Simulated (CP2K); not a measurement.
Wanted: the native input for a CP2K 2026.2 run.

- Task: band structure
- Functional: TB-mBJ
- Potentials or basis: POTENTIAL_UZH Mo GTH-PBE-q14, S GTH-PBE-q6; TZVP-MOLOPT-PBE-GTH basis
- Density cutoff: 9184 eV
- k mesh: 10 × 10 × 10
- Occupations: fermi-dirac, width 0.05 eV
- Spin: no spin polarisation
- SCF solver: diagonalisation with k points
- Quickstep method: GPW
- EPS_DEFAULT: 1.0E-9
- EPS_SCF: 1.0E-6
- MAX_SCF: 100
- SCF_GUESS: ATOMIC
- k points reduced by the point group: yes
- Mesh centred on Gamma: yes
- CHOLESKY: OFF
- EPS_EIGVAL: 1.0E-7
- MIXING METHOD: BROYDEN_MIXING
- MIXING ALPHA: 0.4
- NBUFFER: 8
- NGRIDS: 4
- Basis sets: Mo TZVP-MOLOPT-PBE-GTH-q14, S TZVP-MOLOPT-PBE-GTH-q6
- Potentials: Mo GTH-PBE-q14 of POTENTIAL_UZH, S GTH-PBE-q6 of POTENTIAL_UZH
- ADDED_MOS: [15]
- Points a segment of the path (NPOINTS): 10
- Bands added on the path: 6
- REL_CUTOFF (Ry): 60 Ry
- MIXING BETA (1/bohr): 1.5 1/bohr
- CUTOFF of the grids: 675 Ry

Crystal: MoS2.

```
Mo S
1.0
     6.41491    0.00000    0.00000
     5.63659    3.06265    0.00000
     5.63659    1.43243    2.70702
Mo S
1 2
Direct
  0.00000 0.00000 0.00000
  0.41700 0.41700 0.41700
  0.25000 0.25000 0.25000
```

Measurements of this composition are mostly on another form, of space group No. 194.

The input as run:

mos2_bands.inp

```
&GLOBAL
  PROJECT mos2_bands
  RUN_TYPE ENERGY
  PRINT_LEVEL LOW
&END GLOBAL
&FORCE_EVAL
  METHOD QS
  &DFT
    BASIS_SET_FILE_NAME BASIS_MOLOPT_UZH
    POTENTIAL_FILE_NAME POTENTIAL_UZH
    &MGRID
      CUTOFF 675
      REL_CUTOFF 60
      NGRIDS 4
    &END MGRID
    &QS
      METHOD GPW
      EPS_DEFAULT 1.0E-9
    &END QS
    &KPOINTS
      SCHEME MONKHORST-PACK 10 10 10
      GAMMA_CENTERED T
      SYMMETRY T
      SYMMETRY_BACKEND SPGLIB
    &END KPOINTS
    &SCF
      SCF_GUESS ATOMIC
      EPS_SCF 1.0E-6
      MAX_SCF 100
      ADDED_MOS 15
      CHOLESKY OFF
      EPS_EIGVAL 1.0E-7
      &DIAGONALIZATION ON
        ALGORITHM STANDARD
      &END DIAGONALIZATION
      &MIXING ON
        METHOD BROYDEN_MIXING
        ALPHA 0.4
        BETA 1.5
        NBUFFER 8
      &END MIXING
      &SMEAR ON
        METHOD FERMI_DIRAC
        ELECTRONIC_TEMPERATURE [K] 580.226
      &END SMEAR
    &END SCF
    &XC
      &XC_FUNCTIONAL
        &MGGA_X_TB09
        &END MGGA_X_TB09
        &LDA_C_PW
        &END LDA_C_PW
      &END XC_FUNCTIONAL
    &END XC
    &PRINT
      &KPOINTS ON
      &END KPOINTS
      &MULLIKEN ON
      &END MULLIKEN
      &MO ON
        ENERGIES T
        OCCUPATION_NUMBERS T
        &EACH
          QS_SCF 0
        &END EACH
        ADD_LAST NUMERIC
      &END MO
      &LOWDIN ON
      &END LOWDIN
      &HIRSHFELD ON
        SHAPE_FUNCTION DENSITY
      &END HIRSHFELD
      &BAND_STRUCTURE
        FILE_NAME bands.bs
        ADDED_MOS 6
        &KPOINT_SET
          UNITS B_VECTOR
          NPOINTS 10
          SPECIAL_POINT GAMMA 0.00000000 0.00000000 0.00000000
          SPECIAL_POINT L 0.50000000 0.00000000 0.00000000
          SPECIAL_POINT B1 0.50000000 0.18133401 -0.18133401
        &END KPOINT_SET
        &KPOINT_SET
          UNITS B_VECTOR
          NPOINTS 10
          SPECIAL_POINT B 0.81866599 0.50000000 0.18133401
          SPECIAL_POINT Z 0.50000000 0.50000000 0.50000000
          SPECIAL_POINT GAMMA 0.00000000 0.00000000 0.00000000
          SPECIAL_POINT X 0.34066700 0.00000000 -0.34066700
        &END KPOINT_SET
        &KPOINT_SET
          UNITS B_VECTOR
          NPOINTS 10
          SPECIAL_POINT Q 0.65933300 0.34066700 0.00000000
          SPECIAL_POINT F 0.50000000 0.50000000 0.00000000
          SPECIAL_POINT P1 0.65933300 0.65933300 0.18133401
          SPECIAL_POINT Z 0.50000000 0.50000000 0.50000000
        &END KPOINT_SET
        &KPOINT_SET
          UNITS B_VECTOR
          NPOINTS 10
          SPECIAL_POINT L 0.50000000 0.00000000 0.00000000
          SPECIAL_POINT P 0.81866599 0.34066700 0.34066700
        &END KPOINT_SET
      &END BAND_STRUCTURE
    &END PRINT
  &END DFT
  &SUBSYS
    &CELL
      A 6.4149071181 0.0000000000 0.0000000000
      B 5.6365949916 3.0626508508 0.0000000000
      C 5.6365949916 1.4324291105 2.7070236565
      PERIODIC XYZ
    &END CELL
    &COORD
      Mo  0.0000000000 0.0000000000 0.0000000000
      S   7.3759364912 1.8744483439 1.1288288648
      S   4.4220242753 1.1237699903 0.6767559141
    &END COORD
    &KIND Mo
      BASIS_SET TZVP-MOLOPT-PBE-GTH-q14
      POTENTIAL GTH-PBE-q14
    &END KIND
    &KIND S
      BASIS_SET TZVP-MOLOPT-PBE-GTH-q6
      POTENTIAL GTH-PBE-q6
    &END KIND
    &PRINT
      &ATOMIC_COORDINATES ON
      &END ATOMIC_COORDINATES
      &CELL ON
      &END CELL
    &END PRINT
  &END SUBSYS
  &PRINT
    &FORCES ON
    &END FORCES
  &END PRINT
&END FORCE_EVAL
```

Potentials or basis: POTENTIAL_UZH Mo GTH-PBE-q14, S GTH-PBE-q6; TZVP-MOLOPT-PBE-GTH basis.

Command:

```bash
$ OMP_NUM_THREADS=1 cp2k.psmp -i mos2_bands.inp -o mos2_bands.out
```

It gave:

```
Band gap on the k mesh  : 1.07 eV, indirect (least direct gap 1.96 eV)
Band gap along the path : 1.00 eV, indirect (least direct gap 1.72 eV)
Mulliken charges        : Mo +0.04; S -0.02 e
Hirshfeld charges       : Mo +0.20; S -0.10 e
```

Caveat: Mulliken charges move with the basis; this is a model potential without an energy functional, so only levels have meaning; the basis of atomic orbitals isn't converged, which shifts pressures, moduli and gaps.

Run time: 12 min on 1 thread of AMD EPYC 7R13 Processor (Zen 3), on a shared host, peak memory 1.1 GiB.
